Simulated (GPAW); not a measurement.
CdS (Hawleyite): single point with PBE

The system is CdS (Hawleyite).

```
Cd S
1.0
     0.00000    2.91650    2.91650
     2.91650    0.00000    2.91650
     2.91650    2.91650    0.00000
Cd S
1 1
Direct
  0.00000 0.00000 0.00000
  0.75000 0.75000 0.75000
```

| Quantity | Value |
| --- | --- |
| Program | GPAW 26.7.0 |
| Task | single point |
| Functional | PBE |
| Potentials or basis | GPAW PAW data sets (gpaw-data 1.2.1) |
| Cutoff | 450 eV |
| Basis | pw |
| k mesh | 6 × 6 × 6 |
| Occupations | fermi-dirac, width 0.05 eV |
| Spin | no spin polarisation |

```
Pressure               : 1.8 GPa
Band gap on the k mesh : 1.13 eV, direct
```

Levels at points of the mesh, in eV from the valence-band top:
```csv
k point,band 5,band 6,band 7,band 8,band 9,band 10,band 11,band 12,band 13,band 14
"(0.00, 0.00, 0.00)",-7.20,-7.20,0.00,0.00,0.00,1.13,6.49,6.49,6.49,11.37
"(0.50, 0.50, 0.00)",-7.12,-6.76,-3.96,-1.90,-1.90,3.54,4.35,9.18,10.74,10.74
"(0.50, 0.50, 0.50)",-7.17,-6.82,-4.42,-0.76,-0.76,3.00,6.97,6.97,7.45,11.04
```

Run time: 6.3 s on 1 thread of Arm Neoverse V2 (shared host), peak memory 0.14 GiB.

Caveat: the cutoff is short for stress and forces, so pressures can be off by a GPa or more. As with any semilocal functional, this PBE gap is likely too small.
